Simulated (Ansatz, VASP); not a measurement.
## One calculation of TiAl3, two programs

```
CELL_PARAMETERS angstrom
-1.88528 1.88528 4.22281
1.88528 -1.88528 4.22281
1.88528 1.88528 -4.22281
ATOMIC_POSITIONS crystal
Ti 0.00000 0.00000 0.00000
Al 0.25000 0.75000 0.50000
Al 0.75000 0.25000 0.50000
Al 0.50000 0.50000 0.00000
```

Change from the starting cell: volume scaled by 0.96.

Alike in both runs: task single point; functional PBE; k mesh 10 × 10 × 10; occupations fermi-dirac, width 0.05 eV; no spin polarisation.

```csv
,VASP,Ansatz
version,VASP 6.6.1,Ansatz 0.2.0
potentials or method,"VASP PAW PBE potentials, release 64 (Ti_sv, Al)",Ansatz PAW
plane-wave cutoff (eV),520,420
valence electrons in the cell,21,21
```

Ansatz gave:

```
gap on the k mesh at the Fermi level (eV)       : none
pressure (GPa)                                  : 7.2
largest component of the traceless stress (GPa) : 0.24
```

Question: What did VASP give for the same quantities?

Answer: gap on the k mesh at the Fermi level (eV): none; pressure (GPa): 7.1; largest component of the traceless stress (GPa): 0.25.

A gap of «none» marks a metal or a gap that the smearing closes.
